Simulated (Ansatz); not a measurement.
## Rh: single point with PBE

The system is Rh.

```xyz
1
Lattice="0.0000 1.8979 1.8979 1.8979 0.0000 1.8979 1.8979 1.8979 0.0000" Properties=species:S:1:pos:R:3 pbc="T T T"
Rh    0.0000    0.0000    0.0000
```

```yaml
Program: Ansatz 0.2.0
Task: single point
Functional: PBE
Potentials_or_basis: all-electron LAPW, scalar-relativistic
Cutoff: 278 eV (chosen from the basis error)
Basis_error_allowed: 0.001 eV/atom
k_mesh: 12 × 12 × 12
Occupations: gaussian, width 0.019 eV
Spin: no spin polarisation
```

* Pressure: 7.2 GPa
* Band gap on the k mesh: none (metal or under the smearing width)

Levels at points of the mesh, in eV from the Fermi level:
```csv
k point,band 10,band 11,band 12,band 13,band 14,band 15,band 16,band 17
"(0.00, 0.00, 0.00)",-8.05,-3.17,-3.17,-3.17,-1.07,-1.07,15.73,21.10
"(0.00, 0.00, -0.50)",-6.23,-3.25,-3.25,0.51,0.51,0.66,8.64,15.28
"(0.00, -0.50, -0.50)",-6.44,-6.07,0.48,0.93,0.93,3.21,12.27,13.24
```

Run time: 5.7 s on 1 thread of Arm Neoverse V1 (shared host), peak memory 0.26 GiB.
